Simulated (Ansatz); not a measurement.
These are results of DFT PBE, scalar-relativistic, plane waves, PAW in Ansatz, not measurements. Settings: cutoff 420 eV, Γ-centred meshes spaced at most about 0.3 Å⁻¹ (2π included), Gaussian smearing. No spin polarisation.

Temperature and zero-point effects are left out.

Compare these two cells of Be2S5, each relaxed at this level.

A.

```xyz
7
Lattice="2.6626 -2.4158 0.0000 2.6626 2.4158 0.0000 -0.8385 0.0000 9.4326" Properties=species:S:1:pos:R:3 pbc="T T T"
Be    1.2790   -1.2324    1.1896
Be    3.2077   -1.2324    8.2431
S     1.6303   -0.2550    7.1272
S     1.5325    1.1129    5.3932
S     2.8564   -0.2550    2.3054
S     2.9542    1.1129    4.0395
S     2.6626   -2.3917    0.0000
```

B.

```xyz
7
Lattice="1.7236 0.9951 13.9043 -1.7236 0.9951 13.9043 0.0000 -1.9902 13.9043" Properties=species:S:1:pos:R:3 pbc="T T T"
Be    0.0000    0.0000    7.7429
Be    0.0000    0.0000   33.9702
S     0.0000    0.0000   26.4298
S     0.0000    0.0000    5.5446
S     0.0000    0.0000   15.2832
S     0.0000    0.0000   36.1684
S     0.0000    0.0000    0.0000
```

**Question.** Which form is favoured at zero pressure, and by what margin per atom?

**Answer.** A is lower, by 17 meV/atom. A has space group C2 (No. 5), 17.3 Å³/atom and a gap of 0.99 eV on its mesh; B has space group R-3m (No. 166), 20.4 Å³/atom and a gap of 0.70 eV. A holds S–S units of three or more atoms (shortest 1.96 Å); in B the shortest S–S distance is 2.42 Å, near bonding range too. In A, Be is surrounded by 4 S at 2.12–2.17 Å; S on a site of symmetry 1 has 2 Be at 2.12–2.17 Å and 1 S at 2.21 Å; S on a second site of symmetry 1 is surrounded by 1 S at 1.96 Å and 1 S at 2.21 Å; 1 more site not described. In B, around Be lie 4 S at 2.08–2.20 Å and 3 Be at 2.54 Å; S on a site of symmetry 3m has 3 S at 2.42 Å; around S on a second site of symmetry 3m lie 4 Be at 2.08–2.20 Å; 1 more site not described. Both come from invented guesses. The lowest form computed isn't among them: it has space group P3m1 (No. 156), 28.7 Å³/atom and lies 101 meV/atom below the best shown.

No dispersion correction is applied, so the spacing and binding between layers, chains or molecules are poorly described (R-3m), and this can change margins and order among such cells. Kohn–Sham gaps at this level usually fall short of measured ones. Cells relaxed within their symmetry can be saddle points. Some candidate types were left out of the draw beforehand, so a known form may be missing.
